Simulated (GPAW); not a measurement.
# TaN (Fm-3m) in GPAW: reference runs

Aim: a first look at TaN with PBE, on the cell as given and on a disturbed one.

All numbers are computed with GPAW 26.7.0; they aren't measurements. Logs are shortened: lines on timing, memory, paths and dates and some standing lists are left out, and cuts for length are marked. The log counts tension as positive stress, the text compression.

## 1. Starting point

Symmetry: Fm-3m, No. 225, cubic system. Conventional cell: a = 4.423 Å, b = 4.423 Å, c = 4.423 Å, α = 90.00°, β = 90.00°, γ = 90.00°. Around Ta (site symmetry m-3m) lie 6 N at 2.21 Å. N (site symmetry m-3m) is surrounded by 6 Ta at 2.21 Å.

The cell comes from a database or a generator and needn't be the stable form of this composition.

## 2. Single point, PBE

Contents of run.py:

```python
from ase import Atoms
from ase.dft.bandgap import bandgap
from ase.io import write
from ase.units import Bohr, GPa
from gpaw import GPAW, PW
from gpaw.elf import elf_from_dft_calculation

atoms = Atoms(['Ta', 'N'],
              cell=[[0.0, 2.211323, 2.211323],
                    [2.211323, 0.0, 2.211323],
                    [2.211323, 2.211323, 0.0]],
              scaled_positions=[[0.5, 0.5, 0.5],
                                [0.0, 0.0, 0.0]],
              pbc=True)

calc = GPAW(mode=PW(800),
            xc='PBE',
            kpts={'size': (10, 10, 10), 'gamma': True},
            occupations={'name': 'fermi-dirac', 'width': 0.05},
            nbands=19,
            convergence={'density': 1e-05, 'energy': 1e-05},
            maxiter=150,
            txt='gpaw.txt')
atoms.calc = calc
energy = atoms.get_potential_energy()
forces = atoms.get_forces()
stress = atoms.get_stress()
calc.write('gs.gpw')
write('result.traj', atoms)
print(f'Energy: {energy:.6f} eV')
print('Forces (eV/A):')
print(forces.round(4))
print('Stress (GPa):', (stress / GPa).round(3))
print('Fermi level:', round(calc.get_fermi_level(), 4), 'eV')
print(f'Gap: {bandgap(calc)[0]:.4f} eV, direct: {bandgap(calc, direct=True)[0]:.4f} eV')

# fields on the real-space grid
write('density.cube', atoms, data=calc.get_pseudo_density() * Bohr**3)
write('potential.cube', atoms, data=calc.get_electrostatic_potential())
write('elf.cube', atoms, data=elf_from_dft_calculation(calc).data)
```

Potentials or basis: GPAW PAW data sets (gpaw-data 1.2.1), pw.

Launch:

```console
$ OMP_NUM_THREADS=1 python run.py
```

gpaw.txt:

```text
__  _  _
 | _ |_)|_||  |
 |__||  | ||/\| - 26.7.0

Input parameters:
  mode=PW(ecut=800.0),
  convergence={'density': 1e-05, 'energy': 1e-05},
  kpts=MonkhorstPack(size=(10, 10, 10), gamma=True),
  maxiter=150,
  nbands=19,
  occupations=Occupations(name='fermi-dirac', width=0.05),
  xc=XC(name='PBE')

Diagonalizing LCAO Hamiltonian
Converting LCAO to pw mode

              Ta

       N

Atoms  # Å, Bohr magnetons
|   | symbol |        x |        y |        z |    initial magnetic moments |
|---|--------|----------|----------|----------|-----------------------------|
| 0 |     Ta | 2.211323 | 2.211323 | 2.211323 | ( 0.0000,  0.0000,  0.0000) |
| 1 |      N | 0.000000 | 0.000000 | 0.000000 | ( 0.0000,  0.0000,  0.0000) |

Unit cell  # Å
| periodic |        x |        y |        z |  lengths |    angles |
|----------|----------|----------|----------|----------|-----------|
|      yes | 0.000000 | 2.211323 | 2.211323 | 3.127283 | 60.000000 |
|      yes | 2.211323 | 0.000000 | 2.211323 | 3.127283 | 60.000000 |
|      yes | 2.211323 | 2.211323 | 0.000000 | 3.127283 | 60.000000 |

Number of symmetries: 48
Symmetry operations  # r_c * U_cc + t_c -> r_c
|    | kind |            matrix            |
|----|------|------------------------------|
|  0 |  σ   |  1, 0, 0,  1, 0,-1,  1,-1, 0 |
|  1 |  C2  |  1, 0, 0,  1,-1, 0,  1, 0,-1 |
|  2 |  E   |  1, 0, 0,  0, 1, 0,  0, 0, 1 |
|  3 |  σ   |  1, 0, 0,  0, 0, 1,  0, 1, 0 |
|  4 |  C4  |  1, 0,-1,  1, 0, 0,  1,-1, 0 |
|  5 |  S6  |  1, 0,-1,  1,-1, 0,  1, 0, 0 |
|  6 |  σ   |  1, 0,-1,  0, 1,-1,  0, 0,-1 |
|  7 |  C3  |  1, 0,-1,  0, 0,-1,  0, 1,-1 |
|  8 |  S6  |  1,-1, 0,  1, 0, 0,  1, 0,-1 |
|  9 |  C4  |  1,-1, 0,  1, 0,-1,  1, 0, 0 |
| 10 |  C3  |  1,-1, 0,  0,-1, 1,  0,-1, 0 |
| 11 |  σ   |  1,-1, 0,  0,-1, 0,  0,-1, 1 |
| 12 |  σ   |  0, 1, 0,  1, 0, 0,  0, 0, 1 |
| 13 |  C4  |  0, 1, 0,  0, 1,-1, -1, 1, 0 |
| 14 |  C3  |  0, 1, 0,  0, 0, 1,  1, 0, 0 |
| 15 |  S6  |  0, 1, 0, -1, 1, 0,  0, 1,-1 |
| 16 |  C2  |  0, 1,-1,  1, 0,-1,  0, 0,-1 |
| 17 |  σ   |  0, 1,-1,  0, 1, 0, -1, 1, 0 |
| 18 |  S4  |  0, 1,-1,  0, 0,-1,  1, 0,-1 |
| 19 |  C4  |  0, 1,-1, -1, 1, 0,  0, 1, 0 |
| 20 |  C3  |  0, 0, 1,  1, 0, 0,  0, 1, 0 |
| 21 |  σ   |  0, 0, 1,  0, 1, 0,  1, 0, 0 |
| 22 |  S6  |  0, 0, 1,  0,-1, 1, -1, 0, 1 |
| 23 |  C4  |  0, 0, 1, -1, 0, 1,  0,-1, 1 |
| 24 |  S4  |  0, 0,-1,  1, 0,-1,  0, 1,-1 |
| 25 |  C3  |  0, 0,-1,  0, 1,-1,  1, 0,-1 |
| 26 |  C2  |  0, 0,-1,  0,-1, 0, -1, 0, 0 |
| 27 |  S6  |  0, 0,-1, -1, 0, 0,  0,-1, 0 |
| 28 |  S4  |  0,-1, 1,  1,-1, 0,  0,-1, 0 |
| 29 |  C4  |  0,-1, 1,  0, 0, 1, -1, 0, 1 |
| 30 |  C2  |  0,-1, 1,  0,-1, 0,  1,-1, 0 |
| 31 |  σ   |  0,-1, 1, -1, 0, 1,  0, 0, 1 |
| 32 |  C3  |  0,-1, 0,  1,-1, 0,  0,-1, 1 |
| 33 |  S6  |  0,-1, 0,  0, 0,-1, -1, 0, 0 |
| 34 |  S4  |  0,-1, 0,  0,-1, 1,  1,-1, 0 |
| 35 |  C2  |  0,-1, 0, -1, 0, 0,  0, 0,-1 |
| 36 |  C2  | -1, 1, 0,  0, 1, 0,  0, 1,-1 |
| 37 |  S6  | -1, 1, 0,  0, 1,-1,  0, 1, 0 |
| 38 |  S4  | -1, 1, 0, -1, 0, 1, -1, 0, 0 |
| 39 |  C3  | -1, 1, 0, -1, 0, 0, -1, 0, 1 |
| 40 |  S6  | -1, 0, 1,  0, 0, 1,  0,-1, 1 |
| 41 |  C2  | -1, 0, 1,  0,-1, 1,  0, 0, 1 |
| 42 |  C3  | -1, 0, 1, -1, 1, 0, -1, 0, 0 |
| 43 |  S4  | -1, 0, 1, -1, 0, 0, -1, 1, 0 |
| 44 |  C2  | -1, 0, 0,  0, 0,-1,  0,-1, 0 |
| 45 |  i   | -1, 0, 0,  0,-1, 0,  0, 0,-1 |
| 46 |  σ   | -1, 0, 0, -1, 1, 0, -1, 0, 1 |
| 47 |  C2  | -1, 0, 0, -1, 0, 1, -1, 1, 0 |

BZ-sampling:
  Number of BZ points: 1000
  Number of IBZ points: 47

  Monkhorst-Pack size: [10, 10, 10]
  Monkhorst-Pack shift: [0.05, 0.05, 0.05]

K-points  # in reciprocal-cell coordinates
|     |                                coordinates |     weight |
|-----|--------------------------------------------|------------|
|   0 | (  0.00000000,   0.00000000,   0.00000000) | 0.00100000 |
|   1 | (  0.10000000,   0.10000000,   0.00000000) | 0.00600000 |
|   2 | (  0.10000000,   0.10000000,   0.10000000) | 0.00800000 |
|   3 | (  0.20000000,   0.10000000,   0.10000000) | 0.01200000 |
|   4 | (  0.20000000,   0.20000000,   0.00000000) | 0.00600000 |
|   5 | (  0.20000000,   0.20000000,   0.10000000) | 0.02400000 |
|   6 | (  0.20000000,   0.20000000,   0.20000000) | 0.00800000 |
|   7 | (  0.30000000,   0.20000000,   0.10000000) | 0.02400000 |
|   8 | (  0.30000000,   0.20000000,   0.20000000) | 0.02400000 |
|   9 | (  0.30000000,   0.30000000,   0.00000000) | 0.00600000 |
| ... |                                            |            |
|  46 | (  0.50000000,   0.50000000,   0.50000000) | 0.00400000 |

Plane wave coefficients: 1139
Cutoff: 800.0 eV

Spin-components: 1 (collinear spins)
Bands:           19
Projectors:      11
Spin-degeneracy: 2
Datatype:        complex128

Parallelization:
  kpt:    1
  domain: 1
  band:   1

Density:
  Valence electrons: 18.0
  Components: 1
  Grid points: [21 21 21]
  Charge: 0.0  # |e|

Potential:
  Grid points: [21 21 21]

species:
  Ta:
    name:    Tantalum
    Z:       73.0
    valence: 13
    core:    60
    charge:  0.0  # [|e|]
    compensation charges:
      type: gauss
      rc: 0.42  # [Å]
      lmax: 2
    cutoffs:
      filter: 2.36  # [Å]
      core: 3.45  # [Å]
    projectors
    | kind |    occ | energy [eV] | rcut [Å] |
    |------|--------|-------------|----------|
    |   5s |  2.000 |     -72.790 |    1.365 |
    |   6s |  2.000 |      -5.429 |    1.365 |
    |   5p |  6.000 |     -39.427 |    1.349 |
    |   6p |  0.000 |      -1.396 |    1.349 |
    |   5d |  3.000 |      -3.603 |    1.307 |
    |    d |        |      23.609 |    1.307 |

    Using partial waves for Ta as LCAO basis

  N:
    name:    Nitrogen
    Z:       7.0
    valence: 5
    core:    2
    charge:  0.0  # [|e|]
    compensation charges:
      type: gauss
      rc: 0.18  # [Å]
      lmax: 2
    cutoffs:
      filter: 1.11  # [Å]
      core: 0.96  # [Å]
    projectors
    | kind |    occ | energy [eV] | rcut [Å] |
    |------|--------|-------------|----------|
    |   2s |  2.000 |     -18.583 |    0.603 |
    |   2p |  3.000 |      -7.089 |    0.529 |
    |    s |        |       8.629 |    0.603 |
    |    p |        |      20.123 |    0.529 |
    |    d |        |       0.000 |    0.577 |

    Using partial waves for N as LCAO basis

Reference energy: -425654.162905  # eV

eigensolver:
  PPCG
  Converge bands: occupied
  niter=2

density mixing:
  MSR1-Mixer
  Pratt-step length: 0.05
  Maximum mixing coefficient: 0.75
  Old densities: 10
  SVD Regularization: 0.005
  Good broyden scale: 1.0
  Trust region scale: 1.0
  Backstep threshold: 4.0
  History deletion threshold: 6.0
  Fourier metric: weight=20.0, sigma=0.015

occupation numbers:
  Fermi-Dirac:
    width: 0.0500  # eV

poisson solver:
  ecut: 6400.0  # eV

xc functional:
  name: PBE with 2 nearest neighbor stencil

convergence criteria:
- Maximum integral of absolute [dens]ity change: 1e-05 electrons / valence electron
- Maximum [total energy] change in last 3 cyles: 1e-05 eV / valence electron
- Maximum integral of absolute [eigenst]ate change: 4e-08 eV^2 / valence electron
maximum number of iterations: 150

SCF iterations
|iter     | |      energy | eigst |  dens |
|---------|-|-------------|-------|-------|
|iter:   1| |  -21.705815 | +0.24 |       |
|iter:   2| |  -21.184182 | -2.45 | -0.95 |
|iter:   3| |  -19.985426 | -1.55 | -1.01 |
|iter:   4| |  -19.992105 | -3.21 | -1.70 |
|iter:   5| |  -19.999414 | -3.42 | -1.91 |
|iter:   6| |  -19.999379 | -5.25 | -2.97 |
|iter:   7| |  -19.999382c| -6.79 | -3.62 |
|iter:   8| |  -19.999384c| -7.47c| -4.15 |
|iter:   9| |  -19.999383c| -8.40c| -5.07c|

Converged in 9 steps
Energy contributions relative to reference atoms: (reference = -425654.162905)

Energy contributions:
  Kinetic:          14.970904
  Coulomb:         -15.821027
  Zero:             -0.064428
  External:          0.000000
  Xc:              -19.081882
  Entropy:          -0.005903
  Spinorbit:         0.000000
  ----------------------------
  Free energy:     -20.002335
  Extrapolated:    -19.999383

dipole moment: (-10.973270, -10.973270, -10.973270)  # |e|*Ang

Fermi level: 15.288
Eigenvalues  # (at kpt = [0.000, 0.000, 0.000])
| band index |      eig [eV] | occ [0-2] |
|------------|---------------|-----------|
|          0 |       -54.131 |     2.000 |
|        ... |               |           |
|          3 |       -20.578 |     2.000 |
|          4 |        -3.398 |     2.000 |
|          5 |        11.490 |     2.000 |
|          6 |        11.490 |     2.000 |
|          7 |        11.490 |     2.000 |
|          8 |        13.214 |     2.000 |
[... 8 lines left out ...]
|         17 |        38.962 |     0.000 |
|         18 |        41.401 |     0.000 |

No gap
No difference between direct/indirect transitions

Forces  # eV/Ang
|        x |       y |       z |
|----------|---------|---------|
| -0.00000 | 0.00000 | 0.00000 |  # Ta   0
|  0.00000 | 0.00000 | 0.00000 |  # N    1

Stress tensor  # eV/Ang^3
|        x |         y |         z |
|----------|-----------|-----------|
| 0.009718 |  0.000000 |  0.000000 |
| 0.000000 |  0.009718 | -0.000000 |
| 0.000000 | -0.000000 |  0.009718 |

# Writing to gs.gpw (mode='')
```

stdout:

```text
Energy: -19.999383 eV
Forces (eV/A):
[[-0.  0.  0.]
 [ 0.  0.  0.]]
Stress (GPa): [ 1.557  1.557  1.557 -0.     0.     0.   ]
Fermi level: 15.2881 eV
Gap: 0.0000 eV, direct: 0.0000 eV
```

Wall time 18 s (1 thread of AMD EPYC 7B13 (Zen 3), shared host); peak memory 0.16 GiB.

Results:

| Item | Value |
| --- | --- |
| Free energy | -20.0023 eV |
| Pressure | -1.6 GPa |
| Band gap on the k mesh | none (metal or under the smearing width) |

Levels at points of the mesh, in eV from the Fermi level:
```
           k point  band 7  band 8  band 9  band 10  band 11  band 12
(0.00, 0.00, 0.00)   -3.80   -3.80   -2.07    -2.07    -2.07     0.04
(0.50, 0.50, 0.00)   -5.36   -4.61   -4.61     2.03     3.40     3.40
(0.50, 0.50, 0.50)   -7.44   -7.44    1.82     1.82     1.92     3.71
```

Spin-orbit coupling is left out, which matters for the levels of Ta.

## 3. Single point, PBE (atoms moved at random, drawn with an rms of 0.05 Å)

Changes to run.py since step 2:

```diff
@@ -3,5 +3,4 @@
 from ase.io import write
-from ase.units import Bohr, GPa
+from ase.units import GPa
 from gpaw import GPAW, PW
-from gpaw.elf import elf_from_dft_calculation
 
@@ -11,4 +10,4 @@
                     [2.211323, 2.211323, 0.0]],
-              scaled_positions=[[0.5, 0.5, 0.5],
-                                [0.0, 0.0, 0.0]],
+              scaled_positions=[[0.513526, 0.484213, 0.528979],
+                                [-0.012902, -0.014702, 0.015695]],
               pbc=True)
@@ -35,6 +34 @@
 print(f'Gap: {bandgap(calc)[0]:.4f} eV, direct: {bandgap(calc, direct=True)[0]:.4f} eV')
-
-# fields on the real-space grid
-write('density.cube', atoms, data=calc.get_pseudo_density() * Bohr**3)
-write('potential.cube', atoms, data=calc.get_electrostatic_potential())
-write('elf.cube', atoms, data=elf_from_dft_calculation(calc).data)
```

Potentials or basis: GPAW PAW data sets (gpaw-data 1.2.1), pw.

Launch:

```console
$ OMP_NUM_THREADS=1 python run.py
```

Run time: 2.7 min. Hardware: 1 thread of AMD EPYC 7B13 (Zen 3), shared host; peak memory 0.44 GiB.

The run converged. Its results:

```
Free energy            : -19.9590 eV
Pressure               : 0.3 GPa
Largest force          : 0.857 eV/Å
Band gap on the k mesh : none (metal or under the smearing width)
```

Forces in eV/Å, atoms in the order of the input:
```
Ta  -0.213 -0.696 -0.452
N    0.213  0.696  0.452
```

Stress tensor (GPa, compression positive):
```
-0.92 -0.19 -0.08
-0.19  1.73 -0.33
-0.08 -0.33  0.03
```

Levels at points of the mesh, in eV from the Fermi level:
```csv
k point,band 6,band 7,band 8,band 9,band 10,band 11,band 12,band 13
"(0.00, 0.00, 0.00)",-4.11,-4.05,-4.00,-2.04,-1.82,-1.68,0.16,0.33
"(0.00, 0.00, 0.50)",-10.19,-7.42,-7.37,1.77,1.79,1.95,3.60,7.16
"(0.00, 0.50, 0.00)",-10.20,-7.41,-7.37,1.75,1.81,1.93,3.58,7.13
"(0.00, 0.50, 0.50)",-6.62,-5.84,-4.67,-4.05,2.14,3.42,3.43,4.27
"(0.50, 0.00, 0.00)",-10.19,-7.44,-7.40,1.78,1.80,1.97,3.67,7.23
"(0.50, 0.00, 0.50)",-6.59,-5.57,-4.63,-4.36,2.10,3.42,3.42,4.23
"(0.50, 0.50, 0.00)",-6.61,-5.76,-4.65,-4.15,2.13,3.42,3.43,4.26
"(0.50, 0.50, 0.50)",-10.17,-7.46,-7.45,1.82,1.86,1.93,3.79,7.26
```

Spin-orbit coupling is left out, which matters for the levels of Ta.
